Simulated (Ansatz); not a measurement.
Crystal: NiO.

```
Ni O
1.0
     0.00000    2.08590    2.08590
     2.08590    0.00000    2.08590
     2.08590    2.08590    0.00000
Ni O
1 1
Direct
  0.00000 0.00000 0.00000
  0.50000 0.50000 0.50000
```

- Program: Ansatz 0.2.0
- Task: relaxation of cell and atoms
- Functional: LDA
- Potentials or basis: Ansatz PAW
- Cutoff: 420 eV (not typed: the program's choice for these potentials)
- k mesh: 11 × 11 × 11
- Occupations: fermi-dirac, width 0.05 eV
- Spin: collinear spin, ferromagnetic start
- Starting moments: [1.0, 0.0] μB
- Hubbard terms: Ni d U = 4 eV

At the start: volume 9.08 Å³/atom.

**Question.** How do energy, volume and symmetry change on relaxing?

**Answer.** It ends after 8 steps and the volume is 8.81 Å³/atom (-2.9 %); space group Fm-3m (No. 225, to 0.05 Å); moment 2.00 μB per cell.

Step by step:
| step | energy change (eV) | largest force (eV/Å) | volume (Å³) |
| --- | --- | --- | --- |
| 1 | 0.0000 | 0.0000 | 18.15 |
| 2 | -0.0101 | 0.0000 | 17.87 |
| 3 | -0.0139 | 0.0000 | 17.62 |
| 4 | -0.0138 | 0.0000 | 17.64 |
| 5 | -0.0109 | 0.0000 | 17.64 |
| 6 | -0.0110 | 0.0000 | 17.62 |
| 7 | -0.0110 | 0.0000 | 17.62 |
| 8 | -0.0110 | 0.0000 | 17.62 |

Final structure:
```
CELL_PARAMETERS angstrom
0.00000 2.06531 2.06531
2.06531 0.00000 2.06531
2.06531 2.06531 0.00000
ATOMIC_POSITIONS crystal
Ni 0.00000 0.00000 0.00000
O 0.50000 0.50000 0.50000
```

Caveat: the magnetic or orbital state may not be the lowest; the plane-wave basis is chosen anew once the cell has moved, so the energies of steps on either side of that aren't comparable; the pressure holds a Pulay correction of +1.0 GPa for the finite cutoff; a cell with one magnetic atom can't hold antiferromagnetic order, which such compounds often take; the PAW data sets come from PBE, with cores solved anew for the run's functional, which leaves a small shift of forces and pressure.
